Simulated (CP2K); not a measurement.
Sn in CP2K: the effect of functional

The system is Sn.

```
Sn
1.0
     4.45495    0.00000    0.00000
    -3.30667    2.98538    0.00000
    -0.57414   -1.49269    4.15799
Sn
2
Direct
  0.00000 0.00000 0.00000
  0.75000 0.25000 0.50000
```

Alike in all runs:

| Quantity | Value |
| --- | --- |
| Program | CP2K 2026.2 |
| Task | atomic charges |
| Potentials or basis | POTENTIAL_UZH Sn GTH-PBE-q4; TZVP-MOLOPT-PBE-GTH basis |
| Density cutoff | 9184 eV |
| k mesh | 9 × 9 × 9 |
| Occupations | fermi-dirac, width 0.05 eV |
| Spin | no spin polarisation |

Problem. One run gave: pressure 4.3 GPa. Which functional did it use?
A. AM05
B. PBE
C. LDA
D. SCAN
E. optB88-vdW

Solution. E.

| functional | pressure (GPa) |
| --- | --- |
| PBE | 2.4 |
| LDA | 2.1 |
| PBEsol | 1.8 |
| vdW-DF-cx | 2.8 |
| optB88-vdW | 4.3 |
| AM05 | 1.2 |
| SCAN | 2.8 |

Caveats: the basis of atomic orbitals isn't converged, which shifts pressures, moduli and gaps; the potentials were made for another functional, which shifts forces and pressure (some runs).
